The first row looks wrong. At Γ, the centre of the Brillouin zone, the fourth level under the Fermi energy lies at −9.5 eV; at the other six points it lies near −28 eV. No valence band makes that jump. The columns count levels away from the Fermi energy, and bcc tungsten has four occupied valence levels at Γ but only three or two at the other points. Once those are used up, the count lands on the flat 4f levels.

Behind the odd entry is a large effect. The d levels move by 6 to 8 eV between Γ and the zone corner H. The splitting between their two sets grows from 3.5 to 11 eV, and the order of the sets is reversed.

Kohn–Sham levels of bcc tungsten at seven points of the k mesh, in eV from the Fermi energy, computed with exciting (release sodium). All-electron LAPW+lo with PBE and iora* valence relativity, without spin polarisation or spin–orbit coupling; one-atom cell with 2.741 Å edges, 12×12×12 k mesh, Gaussian smearing of 0.018 eV, rgkmax 9.

| point a (reciprocal cell vector) | point b (reciprocal cell vector) | point c (reciprocal cell vector) | level point (row) | level under 4 (eV) | level under 3 (eV) | level under 2 (eV) | level under 1 (eV) | level over 1 (eV) | level over 2 (eV) |
| --- | --- | --- | --- | --- | --- | --- | --- | --- | --- |
| 0.0000 | 0.0000 | 0.0000 | 1 | -9.533 | -1.142 | -1.142 | -1.142 | 2.353 | 2.353 |
| 0.5000 | 0.0000 | 0.0000 | 2 | -28.184 | -28.160 | -6.178 | -3.479 | 0.814 | 2.244 |
| 0.0833 | 0.0833 | 0.0833 | 3 | -28.141 | -7.721 | -2.072 | -2.072 | 1.165 | 2.088 |
| 0.1667 | 0.1667 | 0.1667 | 4 | -28.162 | -4.094 | -3.263 | -3.263 | 2.895 | 2.895 |
| 0.5833 | 0.5833 | 0.2500 | 5 | -28.178 | -4.506 | -4.506 | -0.815 | 3.580 | 3.580 |
| 0.5833 | 0.4167 | 0.4167 | 6 | -28.178 | -28.178 | -5.390 | -5.234 | 3.259 | 3.259 |
| 0.5000 | 0.5000 | 0.5000 | 7 | -28.176 | -28.176 | -5.741 | -5.741 | 5.265 | 5.265 |

"Level point" numbers the wave vectors, and points a, b and c are their components along the reciprocal cell vectors. Point 1 is Γ and point 7 is H. Up to symmetry, points 3, 4 and 5 lie between them on a straight route through the corner P, while point 6 lies on the direct route. Point 2 is N, the centre of a zone face.

## Why the order reverses

A cubic crystal sorts the five d orbitals into a threefold set, with lobes between the cube axes, and a twofold set, with lobes along them. At Γ the threefold set lies at −1.1 eV and the twofold set at 2.4 eV. At H the twofold set lies at −5.7 eV and the threefold set at 5.3 eV. The table gives the energies, but at H it has room for only two of the three upper levels. The third member and the orbital character follow from symmetry and the known band order of tungsten.

The eight nearest neighbours sit on the cube diagonals. The threefold set overlaps with them head-on (σ), which is bonding when all atoms carry the orbital with the same sign, as they do at Γ. The twofold set has only sideways overlap (mainly π), which is antibonding for equal signs. At H every nearest neighbour carries the opposite sign, so bonding and antibonding change places.

If that were all, the splitting at H would be as large as at Γ, only reversed. The six second neighbours break this balance. They sit one cube edge away, straight along the lobes of the twofold set, and carry the same sign at both Γ and H. They therefore pull the twofold set down at both points, working against the nearest neighbours at Γ and with them at H.

The table allows the two parts to be separated. Take the twofold level less the threefold level: +3.5 eV at Γ and −11.0 eV at H. Half the difference of these values, about 7.3 eV, is the part that changes sign; half their sum, about −3.8 eV, is the part that stays. The second part may also hold a crystal field on the atom itself and the effect of more distant neighbours, which these two points can't tell apart.

## The estimate in full

Canonical band theory, which builds d states from orbitals whose tails fall as a power of distance, gives the σ, π and δ couplings the ratios −6 : 4 : −1. It also lets them fall with the fifth power of distance. The Slater–Koster rules then give the twofold level less the threefold level, in units of one energy scale w:

- Each nearest neighbour adds (2π + δ)/3 = 7/3 to the twofold set and σ/3 + 2π/9 + 4δ/9 = −14/9 to the threefold set. Eight neighbours give 8 × 35/9 = 31.11.
- The six second neighbours add 3σ + 3δ = −21 to the twofold set and 4π + 2δ = 14 to the threefold set. The difference of −35, times (√3/2)⁵ = 0.487 for the longer distance, is −17.05.
- At Γ the sum is 31.11 − 17.05 = 14.06. At H it is −31.11 − 17.05 = −48.16.

The splitting should thus grow by a factor of 48.16/14.06 ≈ 3.4, whatever the value of w; the table gives about 3.1. With w = 0.237 eV the model puts the splittings at 3.3 and 11.4 eV. Both points were among the five used to find w, so the agreement in absolute size is a description rather than a forecast.

The same ratios make σ + 2π + 2δ vanish, so at Γ and H neighbours should spread the five d levels without moving their average. The computed average shifts by only 0.6 eV between these points, small beside the motion of either set.

## What happens on the way

On the route through P, each set contributes one degenerate pair, and everywhere between Γ and H except at P itself the two pairs have the same symmetry. Such levels repel instead of crossing. From one listed point to the next the lower pair lies deeper, going from −1.1 to −5.7 eV, and its character passes from the threefold to the twofold set. It need not sink all the way, though. At P, which isn't in the table, the repulsion is switched off, and the model puts the lower pair higher there than at point 4. The upper pair is slightly lower at point 3 than at Γ and then climbs to 5.3 eV at H.

Their splitting is √(D² + 4M²), where D is the separation without mixing and M is the coupling between the pairs, which vanishes at Γ, P and H. One value of w, fitted to points 1, 3, 4, 5 and 7, describes the five splittings with a typical miss of 0.3 eV. Nearest neighbours alone, fitted to the same points, miss by 2.8 eV. The output printed after this text gives the comparison point by point.

On the direct route the two sets have different symmetries and can cross. Point 6 lies beyond the exchange: two closely spaced levels from the twofold set are already near −5.3 eV, and a pair from the threefold set is at 3.3 eV. This point was outside the fit. There the model makes the splitting between the second levels under and over the Fermi energy 14% larger than computed.

N is irregular for a simple reason. Four nearest neighbours carry the same sign and four the opposite one, and the symmetry is too low for degenerate pairs. Its d levels can also mix with s states, and separate p-like levels may lie among them, so they don't belong in the sequence of pairs.

## The level that leaves the occupied set

The change from four occupied levels at Γ to three at point 3 comes from the third member of the threefold set. Along the route through P, this member is the orbital combination that points along the wave vector. Its strongest σ bonds are to the two nearest neighbours on that line. At point 3 their phase contribution has fallen to zero, the bonding is lost, and the level rises to 1.2 eV above the Fermi energy.

Close to H the same argument works in reverse. At point 5 the contribution of those two neighbours is again zero, but here an antibonding push is lost. The single level therefore lies well below the upper pair, at −0.8 eV, and is occupied. At H it must join the empty threefold set, which leaves two occupied valence levels. This isn't the band followed at point 3. It is the lowest single level, so it continues the band that starts at −9.5 eV at Γ, which changes from s to d character on the way to H.

The d-only model does less well for the single d level than for the pairs. At point 3 it places the level 3.0 eV above the lower pair, against 3.2 eV computed; at point 5 it gives 5.1 eV against 3.7 eV. At point 4 it gives 5.3 eV, which would put the level below the upper pair. The table shows no single level between the pairs, and the one at −4.1 eV belongs to the lowest band, so the computed d level must lie above the upper pair, at least 6.2 eV above the lower one. Symmetry lets the single level mix with s and p states on this route, whereas s states can't mix with the pairs. Such mixing is a likely cause of the misses at points 4 and 5, but the energies alone don't test it.

## What to do about it

Follow bands by symmetry and degeneracy, not by their place in the count. Joining the entries of "level under 4" would draw a band from the valence region into the 4f shell. Joining "level under 1" from point 5 to H would connect a single level to a pair to which it doesn't belong.

Don't read a gap from a few points. At these seven, the levels closest to the Fermi energy are at −0.8 and 0.8 eV, which looks like a window of 1.6 eV. Yet the number of occupied valence levels changes between points, so bands must cross the Fermi energy in between. The run itself finds a metal.

For a compact model of these bands, include second neighbours from the start. They sit only 15% farther away than the nearest ones (2/√3 ≈ 1.15), and nearest-neighbour couplings alone make the splitting equally large at Γ and H. Add s and p orbitals if the single levels near the Fermi energy matter.

For details of the d bands finer than a few tenths of an eV, repeat the calculation with spin–orbit coupling for the valence levels. It is left out here, and in tungsten it splits the threefold level at Γ by roughly that amount. It can also open gaps where bands cross on the direct route. The reversal between Γ and H, a matter of several eV, is far larger.

The analysis program printed:

```
fit of g on 5 rows (on > 0.5): coefficient of x 0.2369 +/- 0.0052; rms 0.313, worst 0.1667 -0.532, leave-one-out rms 0.472
  rows outside the fit (model, value, miss): 0.5 7.496, 8.422, -0.926; 0.5833 9.844, 8.649, 1.19
Splitting between second level over and second level under in eV:
     row  computed  two shells  nearest only
     0.0     3.495       3.331         7.658
     0.5     8.422       7.496          7.58
  0.0833      4.16       4.156         6.254
  0.1667     6.158       5.626         4.344
  0.5833     8.086       7.956         6.254
  0.5833     8.649       9.844         6.632
     0.5     11.01       11.41         7.658
rms miss of nearest neighbours only on the five fitted rows in eV: 2.813
rise of the threefold level from Gamma to H in eV: 6.407
fall of the twofold level from Gamma to H in eV: 8.094
weighted mean of the five d levels at Gamma in eV: 0.256
weighted mean of the five d levels at H in eV: 0.8626
part of twofold minus threefold that changes sign (value at Gamma) in eV: 7.251
part of twofold minus threefold that keeps its sign in eV: -3.756
size of the kept part over the changing part in the table: 0.518
same ratio in the two-shell model: 0.548
row 3 singlet above lower doublet computed in eV: 3.237
row 5 singlet above lower doublet computed in eV: 3.691
rows 3 4 5 d singlet above lower doublet in the model in eV: 0.0833 2.974, 0.1667 5.291, 0.5833 5.102
rise of the lowest band from Gamma to row 3 and row 4 in eV: 0.0833 1.812, 0.1667 5.439
free-electron rise at row 3 and row 4 in eV: 0.0833 1.251, 0.1667 5.005
```
